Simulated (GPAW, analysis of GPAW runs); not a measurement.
# Hyperfine coupling of the NV- centre in 3C-SiC (PBE) (GPAW), part 2 of 2

How near does this set-up come to the measured hyperfine coupling? Subject: NV- centre in 3C-SiC. Set-up: PBE, plane waves 500 eV, 64-site cell, PBE lattice, k: the zone centre alone then 2x2x2 shifted, symmetric start. The model is a cell of 64 host atoms with 1 site emptied and N put on another atom's site. The isotropic coupling follows from the spin density at the nucleus, the nuclear g-factor and the total spin. Another start tests whether the structure found is the lowest.

GPAW 26.7.0; PBE, plane waves 500 eV, 64-site cell, PBE lattice, k: the zone centre alone then 2x2x2 shifted, symmetric start.

So far: Starting point; Relaxation, charge −1.

**2. Relaxation, charge −1 (continued)**

Level of this step: GPAW plane-wave PAW DFT, PBE; relaxation of all atoms of a defect supercell (GPAW).

Step by step:

```
step  energy less that of the first step (eV)
   0                                   0.0000
   1                                  -0.5306
   2                                  -0.9126
   3                                  -0.9904
   4                                  -1.1042
   5                                  -1.1217
   6                                  -1.1428
   7                                  -1.1465
   8                                  -1.1490
   9                                  -1.1497
  10                                  -1.1500
  11                                  -1.1501
```

The atoms that moved most (Å):

```
atom      dx      dy      dz  length
 N16  -0.147   0.147   0.147   0.255
 C38   0.110  -0.110   0.094   0.182
 C60   0.110   0.094  -0.110   0.182
 C23  -0.094  -0.110  -0.110   0.182
Si42  -0.044  -0.011  -0.011   0.047
Si12   0.011   0.044  -0.011   0.047
Si27   0.011  -0.011   0.044   0.047
 C45  -0.022   0.000  -0.021   0.030
```

Neighbours of the ideal centre at the end:

```
atom  distance (Å)
 C60         2.081
 C23         2.081
 C38         2.081
 N16         2.155
Si28         3.077
Si57         3.077
Si58         3.077
Si19         3.077
Si44         3.077
Si34         3.077
Si27         3.087
Si42         3.087
Si12         3.087
Si50         3.097
Si59         3.097
Si51         3.097
```

This step gave:

```
total moment : 2.000 μB
```

From the first step to the last the energy fell by 1.150 eV, and the largest move was 0.26 Å (N16).

**3. Hyperfine parameters**

The relaxed structure is kept, and the final numbers are taken at the final level and k-points.

This step: GPAW plane-wave PAW DFT, PBE; single point of a defect supercell.

Input file run.py:

```python
import numpy as np
from ase.io import read, write
from ase.parallel import parprint, world
from gpaw import GPAW, PW
from gpaw.hyperfine import hyperfine_parameters
from gpaw.mpi import serial_comm
from ase import units

atoms = read('POSCAR')
magmoms = np.zeros(len(atoms))
magmoms[[15, 41, 37, 22]] = 2 / 4
atoms.set_initial_magnetic_moments(magmoms)
calc = GPAW(mode=PW(500),
            xc='PBE',
            kpts={'size': (2, 2, 2), 'gamma': False},
            charge=-1,
            occupations={'name': 'fermi-dirac', 'width': 0.01, 'fixmagmom': True},
            nbands=136,
            convergence={'density': 1e-05, 'bands': 133},
            maxiter=150,
            symmetry={},
            txt='gpaw.txt')
atoms.calc = calc
energy = atoms.get_potential_energy()
forces = atoms.get_forces()
parprint(f'Energy: {energy:.6f} eV, largest force {np.linalg.norm(forces, axis=1).max():.4f} eV/A')
calc.write('gs.gpw')
write('final.xyz', atoms)
parprint('Moments:', atoms.get_magnetic_moments().round(3))
for s in range(calc.get_number_of_spins()):
    parprint('Levels (eV), spin', s, calc.get_eigenvalues(kpt=0, spin=s)[-16:].round(3))
mhz = units._e / units._hplanck * 1e-6 / max(abs(atoms.get_magnetic_moment()), 1e-9)
world.barrier()
if world.rank == 0:
    serial = GPAW('gs.gpw', communicator=serial_comm, txt=None)
    A = hyperfine_parameters(serial)  # eV, to be multiplied by the nuclear g-factor
    parprint('Coupling n 14N (MHz):', round(np.mean([np.trace(A[i]) / 3 for i in [15]]) * 0.403761 * mhz, 3))
```

Input file POSCAR:

```
Si C  Si C  N  Si C  Si C  Si C  Si C  Si C  Si C 
 1.0000000000000000
     8.7765507458350651    0.0000000000000000   -0.0000000000000000
     0.0000000000000000    0.0000000000000000   -8.7765507458350651
     0.0000000000000000    8.7765507458350651   -0.0000000000000000
 Si  C   Si  C   N   Si  C   Si  C   Si  C   Si  C   Si  C   Si  C  
   4   4   4   3   1   4   4   4   4   4   4   4   4   4   4   3   4
Direct
 -0.0000528328284571 -0.0000528647316510  0.0000528145980606
  0.0003909713621411  0.2503764398608190  0.2509282078776904
[... 13 atom lines left out ...]
  0.3582157912653721  0.3582157491075803  0.6417841966757829
[... 2 atom lines left out ...]
  0.2524365623991158  0.5001977447784132  0.2517132577451762
[... 3 atom lines left out ...]
  0.3643039472559652  0.6375261947474360  0.3624737407813291
[... 3 atom lines left out ...]
  0.2513055440426492  0.4950008626181130  0.7486944199711103
  0.2524365943023097  0.7482866800623884  0.4998021782169542
[... 5 atom lines left out ...]
  0.5001976878084241  0.2524363197069624  0.2517130287258201
[... 3 atom lines left out ...]
  0.6375267393805314  0.3643033160284864  0.3624732029846324
[... 3 atom lines left out ...]
  0.4950008546423145  0.2513055246728529  0.7486944336439076
[... 1 atom line left out ...]
  0.7482869387061387  0.2524363516101563  0.4998021987261503
[... 12 atom lines left out ...]
  0.5001976570446300  0.7482867119655824  0.7475633981964444
  0.7482867336141782  0.5001977003418218  0.7475634004752439
[... 1 atom line left out ...]
  0.6375262038626343  0.6375262038626343  0.6356960691701843
[... 2 atom lines left out ...]
  0.8763191135936645  0.8763190566236756  0.6246067912957088
```

The run is started by

```console
$ OMP_NUM_THREADS=1 mpirun -n 4 gpaw python run.py > stdout
```

The log of the run:

```text
__  _  _
 | _ |_)|_||  |
 |__||  | ||/\| - 26.7.0

Input parameters:
  mode=PW(ecut=500.0),
  charge=-1,
  convergence={'density': 1e-05, 'bands': 133},
  kpts=MonkhorstPack(size=(2, 2, 2), gamma=False),
  maxiter=150,
  nbands=136,
  occupations=Occupations(name='fermi-dirac', width=0.01, fixmagmom=True),
  symmetry=Symmetry(),
  xc=XC(name='PBE')

Diagonalizing LCAO Hamiltonian
Converting LCAO to pw mode

                 Si        Si
                    C          C
          Si C       Si C
           Si Si      Si Si
       Si     CSiCSi     CSiC
           C     SN  C       C
        Si  C      Si  C   Si  C
          Si Si C      Si  C
           Si Si      SiCSi
       Si     CSiCSi     CSiC
           C       C C        C
        Si  C      Si  C
             Si        Si
                C          C

Atoms  # Å, Bohr magnetons
|    | symbol |         x |         y |         z |    initial magnetic moments |
|----|--------|-----------|-----------|-----------|-----------------------------|
|  0 |     Si | -0.000464 |  0.000464 |  0.000464 | ( 0.0000,  0.0000,  0.0000) |
|  1 |     Si |  0.003431 |  2.202284 | -2.197442 | ( 0.0000,  0.0000,  0.0000) |
|  2 |     Si |  2.197442 |  2.202284 | -0.003430 | ( 0.0000,  0.0000,  0.0000) |
|  3 |     Si |  2.192894 |  0.002550 | -2.192894 | ( 0.0000,  0.0000,  0.0000) |
|  4 |      C |  1.097807 |  1.101727 | -1.097807 | ( 0.0000,  0.0000,  0.0000) |
|  5 |      C |  1.117965 |  3.312958 | -3.290996 | ( 0.0000,  0.0000,  0.0000) |
|  6 |      C |  3.290995 |  3.312958 | -1.117965 | ( 0.0000,  0.0000,  0.0000) |
|  7 |      C |  3.288776 |  1.096521 | -3.288777 | ( 0.0000,  0.0000,  0.0000) |
|  8 |     Si |  0.003642 |  4.389782 | -0.003640 | ( 0.0000,  0.0000,  0.0000) |
|  9 |     Si | -0.002550 |  6.583656 | -2.192894 | ( 0.0000,  0.0000,  0.0000) |
| 10 |     Si |  2.192894 |  6.583656 |  0.002551 | ( 0.0000,  0.0000,  0.0000) |
| 11 |     Si |  2.205595 |  4.432150 | -2.205595 | ( 0.0000,  0.0000,  0.0000) |
| 12 |      C |  1.091663 |  5.488518 | -1.091662 | ( 0.0000,  0.0000,  0.0000) |
| 13 |      C |  1.091663 |  7.684888 | -3.288032 | ( 0.0000,  0.0000,  0.0000) |
| 14 |      C |  3.288032 |  7.684888 | -1.091662 | ( 0.0000,  0.0000,  0.0000) |
| 15 |      N |  3.143899 |  5.632652 | -3.143899 | ( 0.0000,  0.0000,  0.5000) |
| 16 |     Si |  0.003642 | -0.003641 | -4.386768 | ( 0.0000,  0.0000,  0.0000) |
| 17 |     Si |  0.007389 |  2.193780 | -6.582770 | ( 0.0000,  0.0000,  0.0000) |
[...]
| 20 |      C |  1.094822 |  1.089700 | -5.482064 | ( 0.0000,  0.0000,  0.0000) |
| 21 |      C |  1.094822 |  3.294486 | -7.686850 | ( 0.0000,  0.0000,  0.0000) |
| 22 |      C |  3.197332 |  3.181269 | -5.595281 | ( 0.0000,  0.0000,  0.5000) |
[...]
| 50 |     Si |  6.577982 |  2.198568 | -4.391338 | ( 0.0000,  0.0000,  0.0000) |
| 51 |     Si |  6.582770 | -0.007388 | -6.582770 | ( 0.0000,  0.0000,  0.0000) |
[...]
| 55 |      C |  7.680695 |  1.095856 | -7.680694 | ( 0.0000,  0.0000,  0.0000) |
| 56 |     Si |  4.390010 |  6.561028 | -6.567376 | ( 0.0000,  0.0000,  0.0000) |
| 57 |     Si |  6.567376 |  6.561028 | -4.390010 | ( 0.0000,  0.0000,  0.0000) |
| 58 |     Si |  6.577981 |  4.385212 | -6.577981 | ( 0.0000,  0.0000,  0.0000) |
| 59 |      C |  5.595281 |  5.579219 | -5.595281 | ( 0.0000,  0.0000,  0.0000) |
| 60 |      C |  5.482064 |  7.681728 | -7.686850 | ( 0.0000,  0.0000,  0.0000) |
| 61 |      C |  7.686851 |  7.681729 | -5.482065 | ( 0.0000,  0.0000,  0.0000) |
| 62 |      C |  7.691059 |  5.481893 | -7.691059 | ( 0.0000,  0.0000,  0.0000) |

Unit cell  # Å
| periodic |        x |        y |         z |  lengths |    angles |
|----------|----------|----------|-----------|----------|-----------|
|      yes | 8.776551 | 0.000000 | -0.000000 | 8.776551 | 90.000000 |
|      yes | 0.000000 | 0.000000 | -8.776551 | 8.776551 | 90.000000 |
|      yes | 0.000000 | 8.776551 | -0.000000 | 8.776551 | 90.000000 |

Number of symmetries: 1
Symmetry operations  # r_c * U_cc + t_c -> r_c
|   | kind |            matrix            |
|---|------|------------------------------|
| 0 |  E   |  1, 0, 0,  0, 1, 0,  0, 0, 1 |

BZ-sampling:
  Number of BZ points: 8
  Number of IBZ points: 4

  Monkhorst-Pack size: [2, 2, 2]
  Monkhorst-Pack shift: [0, 0, 0]

K-points  # in reciprocal-cell coordinates
|   |                                coordinates |     weight |
|---|--------------------------------------------|------------|
| 0 | (  0.25000000,  -0.25000000,  -0.25000000) | 0.25000000 |
| 1 | (  0.25000000,  -0.25000000,   0.25000000) | 0.25000000 |
| 2 | (  0.25000000,   0.25000000,  -0.25000000) | 0.25000000 |
| 3 | (  0.25000000,   0.25000000,   0.25000000) | 0.25000000 |

Plane wave coefficients: 17172
Cutoff: 500.0 eV

Spin-components: 2 (collinear spins)
Bands:           136
Projectors:      315
Spin-degeneracy: 1
Datatype:        complex128

Density:
  Valence electrons: 253.0
  Components: 2
  Grid points: [48 48 48]
  Charge: -1.0  # |e|

Potential:
  Grid points: [48 48 48]

species:
  Si:
    name:    Silicon
    Z:       14.0
    valence: 4
    core:    10
    charge:  0.0  # [|e|]
    compensation charges:
[...]
|   2p |  2.000 |      -5.284 |    0.635 |
    |    s |        |      13.461 |    0.635 |
    |    p |        |      21.927 |    0.635 |
    |    d |        |       0.000 |    0.635 |

    Using partial waves for C as LCAO basis

  N:
    name:    Nitrogen
    Z:       7.0
    valence: 5
    core:    2
    charge:  0.0  # [|e|]
    compensation charges:
      type: gauss
      rc: 0.18  # [Å]
      lmax: 2
    cutoffs:
      filter: 1.11  # [Å]
      core: 0.96  # [Å]
    projectors
    | kind |    occ | energy [eV] | rcut [Å] |
    |------|--------|-------------|----------|
    |   2s |  2.000 |     -18.583 |    0.603 |
    |   2p |  3.000 |      -7.089 |    0.529 |
    |    s |        |       8.629 |    0.603 |
    |    p |        |      20.123 |    0.529 |
    |    d |        |       0.000 |    0.577 |

    Using partial waves for N as LCAO basis

Reference energy: -277814.864841  # eV

eigensolver:
  PPCG
  Converge bands: 133
  niter=2

density mixing:
  MSR1-Mixer
  Pratt-step length: 0.05
  Maximum mixing coefficient: 0.75
  Old densities: 10
  SVD Regularization: 0.005
  Good broyden scale: 1.0
  Trust region scale: 1.0
  Backstep threshold: 4.0
  History deletion threshold: 6.0
  Fourier metric: weight=20.0, sigma=0.015

occupation numbers:
  Fixed magnetic moment: 2.000
  Fermi-Dirac:
    width: 0.0100  # eV

poisson solver:
  ecut: 4000.0  # eV
  uniform background charge: -1.0  # electrons

xc functional:
  name: PBE with 2 nearest neighbor stencil

Initialization done in: 16.574 s

convergence criteria:
- Maximum integral of absolute [dens]ity change: 1e-05 electrons / valence electron
- Maximum [total energy] change in last 3 cyles: 0.0005 eV / valence electron
- Maximum integral of absolute [eigenst]ate change: 4e-08 eV^2 / valence electron
maximum number of iterations: 150

SCF iterations
|iter     | |      energy | eigst |  dens |  magmom |
|---------|-|-------------|-------|-------|---------|
|iter:   1| | -505.714784 | +0.05 |       |  +1.9964|
|iter:   2| | -495.263355 | -1.28 | -0.57 |  +1.9966|
|iter:   3| | -460.315257 | -0.21 | -0.60 |  +1.9987|
|iter:   4| | -461.323922 | -0.92 | -1.22 |  +1.9993|
|iter:   5| | -459.391622 | -1.19 | -1.46 |  +1.9994|
|iter:   6| | -459.326485 | -2.01 | -1.60 |  +1.9998|
|iter:   7| | -459.228521 | -2.57 | -1.98 |  +1.9999|
|iter:   8| | -459.244405c| -3.53 | -2.34 |  +2.0000|
|iter:   9| | -459.256779c| -3.60 | -2.58 |  +2.0000|
|iter:  10| | -459.257622c| -4.09 | -2.95 |  +2.0000|
|iter:  11| | -459.257698c| -4.48 | -3.16 |  +2.0000|
|iter:  12| | -459.257905c| -4.82 | -3.43 |  +2.0000|
|iter:  13| | -459.257953c| -5.10 | -3.71 |  +2.0000|
|iter:  14| | -459.257943c| -5.42 | -3.93 |  +2.0000|
|iter:  15| | -459.257943c| -5.70 | -4.15 |  +2.0000|
|iter:  16| | -459.257944c| -5.97 | -4.53 |  +2.0000|
|iter:  17| | -459.257944c| -6.19 | -4.83 |  +2.0000|
|iter:  18| | -459.257944c| -6.42 | -5.19c|  +2.0000|
|iter:  19| | -459.257944c| -6.61 | -5.50c|  +2.0000|
|iter:  20| | -459.257944c| -6.82 | -5.79c|  +2.0000|
|iter:  21| | -459.257944c| -7.03 | -6.02c|  +2.0000|
|iter:  22| | -459.257944c| -7.24 | -6.31c|  +2.0000|
|iter:  23| | -459.257944c| -7.43c| -6.73c|  +2.0000|

Converged in 23 steps
SCF loop duration: 467.691 s (20.334 s/step)
Energy contributions relative to reference atoms: (reference = -277814.864841)

Energy contributions:
  Kinetic:         469.111937
  Coulomb:        -382.573759
  Zero:             -0.773626
  External:          0.000000
  Xc:             -545.022496
  Entropy:          -0.000000
  Spinorbit:         0.000000
  ----------------------------
  Free energy:    -459.257944
  Extrapolated:   -459.257944

dipole moment: (-41.850737, 33.073999, 41.850926)  # |e|*Ang

Total magnetic moment: (0.000000, 0.000000, 2.000000)

Local magnetic moments
|        x |        y |         z |
|----------|----------|-----------|
| 0.000000 | 0.000000 |  0.000120 |  # Si   0
| 0.000000 | 0.000000 | -0.000493 |  # Si   1
| 0.000000 | 0.000000 | -0.000493 |  # Si   2
| 0.000000 | 0.000000 | -0.000622 |  # Si   3
| 0.000000 | 0.000000 |  0.001216 |  # C    4
| 0.000000 | 0.000000 |  0.001303 |  # C    5
| 0.000000 | 0.000000 |  0.001304 |  # C    6
| 0.000000 | 0.000000 |  0.001509 |  # C    7
| 0.000000 | 0.000000 |  0.009902 |  # Si   8
| 0.000000 | 0.000000 | -0.000622 |  # Si   9
[...]
Fermi levels: 9.777, 8.485
Eigenvalues  # (at kpt = [0.250, -0.250, -0.250])
| band index |      eig [eV] | occ [0-1] |      eig [eV] | occ [0-1] |
|------------|---------------|-----------|---------------|-----------|
|          0 |        -8.039 |     1.000 |        -8.031 |     1.000 |
|        ... |               |           |               |           |
|        119 |         6.791 |     1.000 |         6.884 |     1.000 |
|        120 |         6.901 |     1.000 |         6.944 |     1.000 |
|        121 |         6.953 |     1.000 |         7.066 |     1.000 |
|        122 |         7.065 |     1.000 |         7.096 |     1.000 |
|        123 |         7.332 |     1.000 |         7.403 |     1.000 |
|        124 |         7.356 |     1.000 |         7.427 |     1.000 |
|        125 |         7.706 |     1.000 |         8.240 |     1.000 |
|        126 |         7.953 |     1.000 |         8.841 |     0.000 |
|        127 |         8.291 |     1.000 |         9.189 |     0.000 |
[...]
|        131 |        11.301 |     0.000 |        11.319 |     0.000 |
|        132 |        11.369 |     0.000 |        11.391 |     0.000 |
|        133 |        11.373 |     0.000 |        11.408 |     0.000 |
|        134 |        11.897 |     0.000 |        11.911 |     0.000 |
|        135 |        12.173 |     0.000 |        12.221 |     0.000 |

Gap: 0.827 eV
Transition (v -> c):
  (s=1, k=2, n=127, [0.25, 0.25, -0.25]) -> (s=0, k=0, n=128, [0.25, -0.25, -0.25])
Direct/indirect transitions are different
Direct gap: 0.842 eV
Transition at: (s=1->0, k=2, n=127, [0.25, 0.25, -0.25])

Forces  # eV/Ang
|        x |        y |        z |
|----------|----------|----------|
[...]
| -0.01350 | -0.01232 |  0.01350 |  # Si  58
| -0.11922 | -0.21870 |  0.11922 |  # C   59
| -0.08506 |  0.00085 |  0.00055 |  # C   60
| -0.00056 |  0.00085 |  0.08506 |  # C   61
|  0.00270 | -0.03639 | -0.00270 |  # C   62

# Writing to gs.gpw (mode='')
```

Run time: 8.3 min. Hardware: 4 MPI ranks of Arm Neoverse V1, shared host; peak memory 3.1 GiB.

Read from the output:

```yaml
total_moment: 2.000 μB
```

**4. Results**

| Item | Value |
| --- | --- |
| 14N, isotropic part (sign not measured) | -0.9 MHz |

What this shows: 14N, isotropic part (sign not measured): computed -0.9 MHz, measured -1.26 MHz (size measured, sign taken from theory); 0.4 MHz (31 %) smaller in size than the measurement. Only the isotropic (Fermi contact) part is computed, with core polarisation; no vibrational averaging. Limits: the periodic copies of the defect are only 8.8 Å apart.

[Logs are printed without paths, hosts, clocks, repeated set-up lines and the standing remarks that a program may print on its own settings, such as how far it seeks lower states.]

[Hosts, paths, dates, database ids (printed as entryN), source tags and the programs' standing remarks are cut or masked in the printed files.]

[For some hosts the program warned that the k-mesh of the response run may be too coarse for force constants and the static dielectric constant; such warnings are not shown here.]
